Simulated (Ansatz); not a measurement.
Ti3O4:

```xyz
7
Lattice="-2.0659 2.0659 4.0891 2.0659 -2.0659 4.0891 2.0659 2.0659 -4.0891" Properties=species:S:1:pos:R:3 pbc="T T T"
Ti    0.0000    2.0659    2.0446
Ti    0.0000    0.0000    4.0891
Ti    2.0659    0.0000    2.0446
O     0.0000    0.0000    6.1818
O     0.0000    2.0659    0.0000
O     0.0000    0.0000    1.9964
O     2.0659    0.0000    0.0000
```

The cell comes from a database or a generator and needn't be the stable form of this composition.

Base run:

* Program: Ansatz 0.2.0
* Functional: PBEsol
* Potentials or basis: Ansatz PAW
* Cutoff: 420 eV (not typed: the program's choice for these potentials)
* k mesh: 9 × 9 × 9
* Occupations: fermi-dirac, width 0.05 eV
* Spin: no spin polarisation
* Hubbard terms: Ti d U = 6 eV

Its results: band gap on the k mesh none (metal or under the smearing width); pressure 4.3 GPa; largest force 0.006 eV/Å.

After a change of settings the same cell gave: band gap on the k mesh none (metal or under the smearing width); pressure -3.1 GPa; largest force 0.044 eV/Å. Which change was it?
A. hubbard terms from Ti d U = 6 eV to Ti d U = 1 eV
B. hubbard terms from Ti d U = 6 eV to Ti d U = 2 eV
C. hubbard terms from Ti d U = 6 eV to none; hubbard projectors from ortho-atomic (the default) to none

B.

Caveats: U without spin polarisation on a metal has little footing; the PAW data sets come from PBE, with cores solved anew for the run's functional, which leaves a small shift of forces and pressure.
